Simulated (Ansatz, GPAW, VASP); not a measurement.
**One calculation of WC, 3 ways**

```
W C
1.0
     2.90650    0.00000    0.00000
    -1.45325    2.51710    0.00000
     0.00000    0.00000    2.83660
W C
1 1
Direct
  0.00000 0.00000 0.00000
  0.66667 0.33333 0.50000
```

Alike in all runs: task single point; functional PBE; k mesh 10 × 10 × 9; occupations gaussian, width 0.019 eV; no spin polarisation; no spin-orbit coupling. Pressure is positive in compression and, in plane waves, holds the error of the finite cutoff.

```csv
program and potentials,plane-wave cutoff (eV),notes,pressure (GPa)
"VASP, PBE PAW files C, W_sv, 520 eV",520,-,6.73
"Ansatz, all-electron LAPW, scalar-relativistic",-,-,?
"GPAW, GPAW PAW data sets (gpaw-data 1.2.1)",800,-,5.36
```

Question: Estimate from the other rows what the run with Ansatz, all-electron LAPW, scalar-relativistic gave.

Answer: Pressure 5.69 GPa. The other rows, which needn't bracket it: pressure 5.36 to 6.73.
